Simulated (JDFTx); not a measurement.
# Zr (P6_3/mmc) in JDFTx: further runs

The runs below take Zr through single point, with BLYP, LDA.

Program: JDFTx 1.7.0 (patched build). These are calculated values, not measurements. Logs are shortened: lines on timing, memory, paths and dates and some standing lists are left out, and cuts for length are marked. The log counts tension as positive stress, the text compression.

## Step 1: Starting point

The structure is hexagonal, space group P6_3/mmc (No. 194). Conventional cell: a = 3.232 Å, b = 3.232 Å, c = 5.147 Å, α = 90.00°, β = 90.00°, γ = 120.00°. Around Zr (site symmetry -6m2) lie 12 Zr at 3.18 to 3.23 Å.

## Step 2: Single point, BLYP

Contents of Zr.in:

```
lattice \
    3.2320000000    -1.6160000000     0.0000000000 \
    0.0000000000     2.7989941050     0.0000000000 \
    0.0000000000     0.0000000000     5.1470000000
latt-scale 1.889726124626 1.889726124626 1.889726124626
coords-type Lattice
ion Zr     0.6666666667     0.3333333333     0.7500000000 1
ion Zr     0.3333333333     0.6666666667     0.2500000000 1

ion-species pseudo/Zr.upf
elec-cutoff 33 264
elec-ex-corr gga-x-b88 gga-c-lyp
kpoint-folding 9 9 5
elec-smearing Fermi 0.0018374661
elec-n-bands 18
electronic-SCF nIterations 100 energyDiffThreshold 1e-09
electronic-minimize nIterations 30 energyDiffThreshold 1e-7
converge-empty-states yes
forces-output-coords Cartesian

dump-name run.$VAR
dump End Ecomponents EigStats BandEigs Kpoints Forces Stress ElecDensity
```

Potentials or basis: PseudoDojo-SR-PBE-0.5-standard with smoothed tails.

Started as:

```
$ jdftx -c 1 -i Zr.in -o Zr.out
```

Output:

```text
*************** JDFTx 1.7.0 (patched build) ***************

Input parsed successfully to the following command list (including defaults):
[... the input with its defaults ...]

---------- Setting up symmetries ----------

Found 24 point-group symmetries of the bravais lattice
Found 24 space-group symmetries with basis
Applied RMS atom displacement 3.52622e-10 bohrs to make symmetries exact.

---------- Initializing the Grid ----------
R =
[      6.10759      -3.0538            0  ]
[            0      5.28933            0  ]
[            0            0      9.72642  ]
unit cell volume = 314.213
G =
[    1.02875   0.593949         -0  ]
[          0     1.1879          0  ]
[          0         -0   0.645992  ]
Minimum fftbox size, Smin = [  48  48  72  ]
Chosen fftbox size, S = [  48  48  72  ]

---------- Initializing tighter grid for wavefunction operations ----------
R =
[      6.10759      -3.0538            0  ]
[            0      5.28933            0  ]
[            0            0      9.72642  ]
unit cell volume = 314.213
G =
[    1.02875   0.593949         -0  ]
[          0     1.1879          0  ]
[          0         -0   0.645992  ]
Minimum fftbox size, Smin = [  32  32  52  ]
Chosen fftbox size, S = [  32  32  54  ]

---------- Exchange Correlation functional ----------
Initialized LibXC exchange functional 'Becke 88'
Initialized LibXC correlation functional 'Lee, Yang & Parr'

---------- Setting up pseudopotentials ----------
Width of ionic core gaussian charges (only for fluid interactions / plotting) set to 0

Reading pseudopotential file 'pseudo/Zr.upf':
  'Zr' pseudopotential, 'PBE' functional
  Generated using ONCVPSP code by D. R. Hamann
  12 valence electrons, 4 orbitals, 6 projectors, 1001 radial grid points, with lMax = 2
    4S    l: 0   occupation:  2.0   eigenvalue: -2.003021
    4P    l: 1   occupation:  6.0   eigenvalue: -1.192945
    4D    l: 2   occupation:  2.0   eigenvalue: -0.132262
    5S    l: 0   occupation:  2.0   eigenvalue: -0.163149
  Core radius for overlap checks: 1.48 bohrs.

Initialized 1 species with 2 total atoms.

Folded 1 k-points by 9x9x5 to 405 k-points.

---------- Setting up k-points, bands, fillings ----------
Reduced to 36 k-points under symmetry.
Computing the number of bands and number of electrons
Calculating initial fillings.
nElectrons:  24.000000   nBands: 18   nStates: 36

----- Setting up reduced wavefunction bases (one per k-point) -----
average nbasis = 2844.190 , ideal nbasis = 2845.044

---------- Setting up ewald sum ----------
Optimum gaussian width for ewald sums = 2.416275 bohr.
Real space sum over 1521 unit cells with max indices [  6  6  4  ]
Reciprocal space sum over 2057 terms with max indices [  5  5  8  ]

---------- Allocating electronic variables ----------
Initializing wave functions:  linear combination of atomic orbitals
Zr pseudo-atom occupations:   s ( 2 2 )  p ( 6 )  d ( 2 )
	FillingsUpdate:  mu: +0.562933584  nElectrons: 24.000000
LCAOMinimize: Iter:   0  F: -94.4984511609564919  |grad|_K:  1.495e-04  alpha:  1.000e+00
	FillingsUpdate:  mu: +0.562161745  nElectrons: 24.000000
LCAOMinimize: Iter:   1  F: -94.4986065179323447  |grad|_K:  5.652e-06  alpha:  8.770e-01  linmin: -4.841e-03  cgtest:  8.171e-02
LCAOMinimize: Encountered beta<0, resetting CG.
	FillingsUpdate:  mu: +0.562161000  nElectrons: 24.000000
LCAOMinimize: Iter:   2  F: -94.4986067515727228  |grad|_K:  1.034e-06  alpha:  9.211e-01  linmin: -1.403e-03  cgtest:  1.074e-02
	FillingsUpdate:  mu: +0.562161376  nElectrons: 24.000000
LCAOMinimize: Iter:   3  F: -94.4986067583855487  |grad|_K:  6.757e-08  alpha:  8.014e-01  linmin: -1.419e-03  cgtest: -2.396e-02
LCAOMinimize: Converged (|Delta F|<1.000000e-06 for 2 iters).

-------- Electronic minimization -----------
Will mix electronic density at each iteration.
	FillingsUpdate:  mu: +0.562161376  nElectrons: 24.000000
	FillingsUpdate:  mu: +0.550027778  nElectrons: 24.000000
SCF: Cycle:  0   F: -94.548398523966284   dF: -4.979e-02   |Residual|: 7.565e-02   |deigs|: 1.069e-02
	FillingsUpdate:  mu: +0.543511133  nElectrons: 24.000000
SCF: Cycle:  1   F: -94.552524589716867   dF: -4.126e-03   |Residual|: 3.943e-02   |deigs|: 1.394e-02
	FillingsUpdate:  mu: +0.537515372  nElectrons: 24.000000
SCF: Cycle:  2   F: -94.553941548607256   dF: -1.417e-03   |Residual|: 1.134e-02   |deigs|: 1.334e-02
	FillingsUpdate:  mu: +0.539375511  nElectrons: 24.000000
SCF: Cycle:  3   F: -94.553934747295969   dF: +6.801e-06   |Residual|: 8.848e-03   |deigs|: 4.666e-03
	FillingsUpdate:  mu: +0.538132901  nElectrons: 24.000000
SCF: Cycle:  4   F: -94.554003463664102   dF: -6.872e-05   |Residual|: 6.973e-04   |deigs|: 2.755e-03
	FillingsUpdate:  mu: +0.538186584  nElectrons: 24.000000
SCF: Cycle:  5   F: -94.554004711035816   dF: -1.247e-06   |Residual|: 7.146e-04   |deigs|: 7.018e-05
	FillingsUpdate:  mu: +0.538125042  nElectrons: 24.000000
SCF: Cycle:  6   F: -94.554005345527372   dF: -6.345e-07   |Residual|: 3.405e-04   |deigs|: 1.131e-04
	FillingsUpdate:  mu: +0.538161647  nElectrons: 24.000000
SCF: Cycle:  7   F: -94.554005696980113   dF: -3.515e-07   |Residual|: 1.133e-04   |deigs|: 8.469e-05
	FillingsUpdate:  mu: +0.538169554  nElectrons: 24.000000
SCF: Cycle:  8   F: -94.554005804737869   dF: -1.078e-07   |Residual|: 4.199e-05   |deigs|: 1.911e-05
	FillingsUpdate:  mu: +0.538170070  nElectrons: 24.000000
SCF: Cycle:  9   F: -94.554005853788865   dF: -4.905e-08   |Residual|: 2.803e-05   |deigs|: 5.700e-06
	FillingsUpdate:  mu: +0.538171901  nElectrons: 24.000000
SCF: Cycle: 10   F: -94.554005875049867   dF: -2.126e-08   |Residual|: 1.510e-05   |deigs|: 5.084e-06
	FillingsUpdate:  mu: +0.538173278  nElectrons: 24.000000
SCF: Cycle: 11   F: -94.554005883984999   dF: -8.935e-09   |Residual|: 7.031e-06   |deigs|: 3.385e-06
	FillingsUpdate:  mu: +0.538173994  nElectrons: 24.000000
SCF: Cycle: 12   F: -94.554005888075551   dF: -4.091e-09   |Residual|: 8.556e-07   |deigs|: 2.120e-06
	FillingsUpdate:  mu: +0.538174091  nElectrons: 24.000000
SCF: Cycle: 13   F: -94.554005889538132   dF: -1.463e-09   |Residual|: 6.927e-07   |deigs|: 2.192e-06
	FillingsUpdate:  mu: +0.538174023  nElectrons: 24.000000
SCF: Cycle: 14   F: -94.554005890183831   dF: -6.457e-10   |Residual|: 3.598e-07   |deigs|: 1.790e-06
	FillingsUpdate:  mu: +0.538174010  nElectrons: 24.000000
SCF: Cycle: 15   F: -94.554005890446533   dF: -2.627e-10   |Residual|: 3.011e-07   |deigs|: 6.211e-07
SCF: Converged (|Delta E|<1.000000e-09 for 2 iters).

Setting wave functions to eigenvectors of Hamiltonian
Converging empty states (this may take a while): |deigs|: 2.479e-04

# Stress tensor in Cartesian coordinates [Eh/a0^3]:
[ -0.000112499            0            0  ]
[            0 -0.000112499            0  ]
[            0            0 -0.000149592  ]

# Ionic positions in lattice coordinates:
ion Zr   0.666666666666667   0.333333333333333   0.750000000000000 1
ion Zr   0.333333333333333   0.666666666666667   0.250000000000000 1

# Forces in Cartesian coordinates:
force Zr   0.000000000000000   0.000000000000000   0.000000000000000 1
force Zr  -0.000000000000000   0.000000000000000   0.000000000000000 1

# Energy components:
   Eewald =      -77.0686902984588471
       EH =       13.7746863202857295
     Eloc =      -57.4462330088333530
      Enl =       10.6093994073837337
      Exc =      -19.8229401519799495
 Exc_core =        6.4706896551293660
       KE =       28.9297371574314077
-------------------------------------
     Etot =      -94.5533509190419181
       TS =        0.0006549714046208
-------------------------------------
        F =      -94.5540058904465326

IonicMinimize: Iter:   0  F: -94.554005890446533  |grad|_K:        nan
IonicMinimize: None of the convergence criteria satisfied after 0 iterations.

#--- Lowdin population analysis ---
# oxidation-state Zr +0.057 +0.057

Dumping 'run.eigStats' ...
	eMin: -1.258495 at state 0 ( [ +0.000000 +0.000000 +0.000000 ] spin 0 )
	HOMO: +0.537982 at state 35 ( [ +0.333333 +0.333333 +0.400000 ] spin 0 )
	mu  : +0.538174
	LUMO: +0.538992 at state 29 ( [ +0.222222 +0.222222 +0.400000 ] spin 0 )
	eMax: +0.726836 at state 12 ( [ +0.000000 +0.444444 +0.000000 ] spin 0 )
	HOMO-LUMO gap: +0.001010
	Optical gap  : +0.016645 at state 5 ( [ +0.000000 +0.111111 +0.400000 ] spin 0 )
Done!
```

Run time: 56 s. Hardware: 1 thread of Arm Neoverse V2, shared host; peak memory 0.14 GiB.

What came out:

```yaml
Free_energy: -2572.9456 eV
Pressure: 3.7 GPa
Band_gap_on_the_k_mesh: none (metal or under the smearing width)
```

Caveat: the potentials were made for another functional, which shifts forces and pressure.

## Step 3: Single point, LDA

Zr.in: that of step 2 with these lines changed.

```diff
@@ -10,4 +10,4 @@
 ion-species pseudo/Zr.upf
-elec-cutoff 33 264
-elec-ex-corr gga-x-b88 gga-c-lyp
+elec-cutoff 35 280
+elec-ex-corr lda-PW
 kpoint-folding 9 9 5
```

Potentials or basis: PseudoDojo-SR-LDA-0.4.1-standard with smoothed tails.

Started as:

```
$ jdftx -c 1 -i Zr.in -o Zr.out
```

It took 82 s on 1 thread of Arm Neoverse V2, shared host; peak memory 0.15 GiB.

Results (log left out):

* Free energy: -2586.1946 eV
* Pressure: -6.0 GPa
* Band gap on the k mesh: none (metal or under the smearing width)

Stress tensor (GPa, compression positive):
```
-6.29  0.00  0.00
 0.00 -6.29  0.00
 0.00  0.00 -5.42
```

Levels at points of the mesh, in eV from the Fermi level:
| k point | band 10 | band 11 | band 12 | band 13 | band 14 | band 15 |
| --- | --- | --- | --- | --- | --- | --- |
| (0.00, 0.00, 0.00) | -3.05 | 0.82 | 0.82 | 0.98 | 1.23 | 1.51 |
